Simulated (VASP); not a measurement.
# BN (Qingsongite): band structure with TB-mBJ

**Measured values to compare with.**

A printed reference work, monograph reports, for a bulk crystal of BN at 300 K: band gap 6.4 eV (indirect).

Crystal: BN (Qingsongite).

```
B N
1.0
     0.00000    1.80332    1.80332
     1.80332    0.00000    1.80332
     1.80332    1.80332    0.00000
B N
1 1
Cartesian
  0.0000 0.0000 0.0000
  0.9017 0.9017 0.9017
```

| Quantity | Value |
| --- | --- |
| Program | VASP 6.6.1 |
| Task | band structure |
| Functional | TB-mBJ |
| Potentials or basis | VASP PAW PBE potentials, release 64 (B, N) |
| Cutoff | 520 eV |
| k mesh | 14 × 14 × 14 |
| Occupations | gaussian, width 0.03 eV |
| Spin | no spin polarisation |
| Further INCAR settings | ALGO = Normal; EDIFF = 1e-07; NBANDS = 11 |

The band gap on the k mesh is 5.80 eV, indirect (least direct gap 10.33 eV). The band gap along the path is 5.80 eV, indirect (least direct gap 10.33 eV).

Levels at the corners of the path, in eV from the valence-band top:
| point | band 2 | band 3 | band 4 | band 5 | band 6 | band 7 |
| --- | --- | --- | --- | --- | --- | --- |
| Γ | 0.00 | 0.00 | 0.00 | 10.33 | 10.33 | 10.33 |
| X | -8.84 | -4.71 | -4.71 | 5.80 | 10.20 | 20.36 |
| X | -8.84 | -4.71 | -4.71 | 5.80 | 10.20 | 20.36 |
| W | -7.60 | -6.67 | -6.09 | 10.94 | 15.07 | 15.90 |
| W | -7.60 | -6.67 | -6.09 | 10.94 | 15.07 | 15.90 |
| K | -8.08 | -7.28 | -3.90 | 8.20 | 14.08 | 17.88 |
| K | -8.08 | -7.28 | -3.90 | 8.20 | 14.08 | 17.88 |
| Γ | 0.00 | 0.00 | 0.00 | 10.33 | 10.33 | 10.33 |
| Γ | 0.00 | 0.00 | 0.00 | 10.33 | 10.33 | 10.33 |
| L | -10.39 | -1.85 | -1.85 | 11.15 | 12.18 | 12.18 |
| L | -10.39 | -1.85 | -1.85 | 11.15 | 12.18 | 12.18 |
| U | -8.08 | -7.28 | -3.90 | 8.20 | 14.08 | 17.88 |
| U | -8.08 | -7.28 | -3.90 | 8.20 | 14.08 | 17.88 |
| W | -7.60 | -6.67 | -6.09 | 10.94 | 15.07 | 15.90 |
| W | -7.60 | -6.67 | -6.09 | 10.94 | 15.07 | 15.90 |
| L | -10.39 | -1.85 | -1.85 | 11.15 | 12.18 | 12.18 |
| L | -10.39 | -1.85 | -1.85 | 11.15 | 12.18 | 12.18 |
| K | -8.08 | -7.28 | -3.90 | 8.20 | 14.08 | 17.88 |
| U | -8.08 | -7.28 | -3.90 | 8.20 | 14.08 | 17.88 |
| X | -8.84 | -4.71 | -4.71 | 5.80 | 10.20 | 20.36 |

Wall time 68 s on 1 thread of Intel(R) Xeon(R) Platinum 8488C (Sapphire Rapids), on a shared host, peak memory 0.13 GiB.

Measured gap of BN: 6.4 eV (indirect; 300 K; a printed reference work, monograph). This calculation gives 5.80 eV (-0.60 eV). The value is that of TB-mBJ, without temperature or zero-point motion.
